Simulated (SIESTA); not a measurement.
The system is MnO.

```
Mn O
1.0
     4.44400    0.00000    0.00000
     0.00000    4.44400    0.00000
     0.00000    0.00000    4.44400
Mn O
4 4
Direct
  0.00000 0.00000 0.00000
  0.00000 0.50000 0.50000
  0.50000 0.00000 0.50000
  0.50000 0.50000 0.00000
  0.50000 0.00000 0.00000
  0.00000 0.50000 0.00000
  0.00000 0.00000 0.50000
  0.50000 0.50000 0.50000
```

Base run:

* Program: SIESTA 5.4.2
* Functional: PBE
* Potentials or basis: PseudoDojo 0.4 standard (PBE files)
* Basis: DZP (energy shift 0.003 Ry; two zetas on semicore shells)
* Grid cutoff: 800 Ry
* Energy shift: 0.003 Ry
* k mesh: 6 × 6 × 6
* Occupations: fermi-dirac, width 0.05 eV
* Spin: collinear spin, zero start
* Starting moments: [0.0, 0.0, 0.0, 0.0, 0.0, 0.0, 0.0, 0.0] μB

Its results: band gap on the k mesh none (metal or under the smearing width); pressure -33.3 GPa; net moment 0.00 μB per cell.

The run is repeated on the same cell with these changes: spin from collinear spin, zero start to collinear spin, fm_larger start; moments at the start from [0.0, 0.0, 0.0, 0.0, 0.0, 0.0, 0.0, 0.0] to [5.5, 5.5, 5.5, 5.5, 0.0, 0.0, 0.0, 0.0]. What comes out?

Band gap on the k mesh none (metal or under the smearing width); pressure 2.0 GPa; net moment 19.34 μB per cell; site moments Mn +4.66; O +0.18 μB.

Caveats: short orbitals over semicore shells can move pressures by several GPa; the basis of atomic orbitals isn't converged, which shifts pressures, moduli and gaps; semilocal functionals often make such compounds metallic where correlation or magnetic order opens a gap, which also shifts bond lengths; a pressure of tens of GPa on the cell as given is suspect, and the run, the potentials or the cell itself is likely at fault (some runs).
